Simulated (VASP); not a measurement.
Runs of VASP 6.6.1 on ZnSiP2. It takes space group I-42d (No. 122, tetragonal). Conventional cell: a = 5.358 Å, b = 5.358 Å, c = 10.444 Å, α = 90.00°, β = 90.00°, γ = 90.00°. Around Zn (site symmetry -4) lie 4 P at 2.35 Å. Si (site symmetry -4) is surrounded by 4 P at 2.26 Å. P (site symmetry 2) is surrounded by 2 Si at 2.26 Å and 2 Zn at 2.35 Å. The cell is a database's computed one.

```csv
level,potentials or basis,k mesh,cutoff (eV),smearing,gap on the mesh (eV),pressure (GPa)
PBEsol,"VASP PAW PBE potentials, release 64 (Zn, Si, P)",8 × 8 × 8,520,gaussian 0.5 eV,1.16,0.0
PBEsol,"VASP PAW PBE potentials, release 64 (Zn, Si, P)",8 × 8 × 8,700,gaussian 0.02 eV,1.16,0.0
r2SCAN,"VASP PAW PBE potentials, release 64 (Zn, Si, P)",8 × 8 × 8,520,gaussian 0.02 eV,(a),0.6
PBEsol,"VASP PAW PBE potentials, release 64 (Zn, Si, P_h)",8 × 8 × 8,900,gaussian 0.02 eV,1.16,0.0
PBEsol,"VASP PAW PBE potentials, release 64 (Zn, Si, P)",12 × 12 × 12,520,gaussian 0.02 eV,1.16,0.0
```

Alike in all rows: task single point; no spin polarisation; cell as given.

Problem. Estimate the missing entries.

Solution. (a) 1.54.

Caveats: the PAW data sets were made with another functional, which shifts forces and pressure a little.

A k mesh can miss the band edges.

Not every run made on this cell is shown here.
